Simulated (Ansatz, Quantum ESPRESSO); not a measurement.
**Al and the pressure, program beside program**

The cell as given:

It takes space group Fm-3m (No. 225, cubic). The conventional cell has a = 4.050 Å, b = 4.050 Å, c = 4.050 Å, α = 90.00°, β = 90.00°, γ = 90.00°. Al (site symmetry m-3m) is surrounded by 12 Al at 2.86 Å.

Kept alike: task relaxation of cell and atoms; functional PBEsol; k mesh 11 × 11 × 11; occupations fermi-dirac, width 0.05 eV; no spin polarisation. The mesh is that of the run's cell of 1 atom. No spin-orbit coupling.

- A: Ansatz, all-electron LAPW, scalar-relativistic
- B: Quantum ESPRESSO, GBRV 1.5 PBEsol, cutoff 707 eV

| pressure (GPa) | A: volume (Å³/atom) | B: volume (Å³/atom) |
| --- | --- | --- |
| 0 | 16.207 | 16.187 |
| 5 | 15.359 | 15.343 |
| 10 | 14.693 | 14.678 |

Values hold for each row's relaxed cell, which stops near the pressure aimed at. The runs follow the start's structure, whether or not it is the stable one at these pressures.

How large is the effect of the pressure, and do the programs agree on it?

From 0 to 10 GPa the volume moves by -1.514 in A, -1.509 in B (Å³/atom). Row by row the programs differ by 0.015 to 0.020, and over this span the shifts, as printed, agree within 1 %.

Aluminium shrinks smoothly under pressure in both programs, and the second 5 GPa removes less volume than the first, so the metal stiffens as it is compressed. This is the behaviour expected of a nearly free-electron metal. Squeezing the three valence electrons per atom into less space raises their kinetic energy faster than the attraction to the ion cores can compensate, and the resistance grows with density.

B gives the slightly smaller volume at every pressure. The offset is small beside the compression itself and nearly constant, which suggests a slight difference in the description of the core rather than in the elastic response.

The relaxed volumes at zero pressure also lie below that implied by the starting lattice constant of 4.050 Å, which is close to the room-temperature value. Much of this gap probably reflects the zero-point and thermal expansion missing from a static relaxation. The agreement between the programs supports the numerical reliability of the compression curve, but it doesn't test the functional they share.
